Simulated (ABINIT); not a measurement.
Set up this calculation in ABINIT 10.8.3 (patched build), as the native input.

```
Task                : single point
Functional          : PBE
Potentials or basis : PseudoDojo NC SR PBE v0.4.1 standard
Cutoff              : 1252 eV
k mesh              : 11 × 11 × 11
Occupations         : fermi-dirac, width 0.05 eV
Spin                : no spin polarisation
```

Cu:

```
Cu
1.0
     1.21846   -3.97638    0.00000
     1.21846    3.97638    0.00000
     0.00000    0.00000    2.47550
Cu
2
Direct
  0.86613 0.13387 0.75000
  0.13387 0.86613 0.25000
```

This isn't the form of Cu at room conditions, which is fcc.

One way to write it, as run:

run.abi

```
pp_dirpath "./"
pseudos "Cu.upf"

acell 7.8591335051 7.8591335051 4.6780085622
rprim
     0.2929792025    -0.9561188142     0.0000000000
     0.2929792025     0.9561188142     0.0000000000
     0.0000000000     0.0000000000     1.0000000000
ntypat 1
znucl 29
natom 2
typat 1 1
xcart
     2.3025626669    -5.5024463330     3.5085064216
     2.3025626669     5.5024463330     1.1695021405
chkprim 0
chksymtnons 0
tolsym 1.0e-6

ecut 46.0

kptopt 1
ngkpt 11 11 11
nshiftk 1
shiftk 0.0 0.0 0.0

ixc 11

nband 23
occopt 3
tsmear 0.05 eV

nstep 100
tolvrs 1.0e-10

iomode 3
prtwf 0
prtden 0
prteig 0
prtebands 0
enunit 1
```

Potentials or basis: PseudoDojo NC SR PBE v0.4.1 standard.

Launch:

```console
$ abinit run.abi > log 2>&1
```

Results of the run:

| Property | Result |
| --- | --- |
| Pressure | 6.5 GPa |
| Largest force | 0.044 eV/Å |
| Band gap on the k mesh | none (metal or under the smearing width) |
| Valence electrons inside the program's atomic spheres | Cu 17.37 (radii [1.0584] Å) |

Wall time 7.6 min on 1 thread of Arm Neoverse V1 (shared host), peak memory 0.25 GiB.
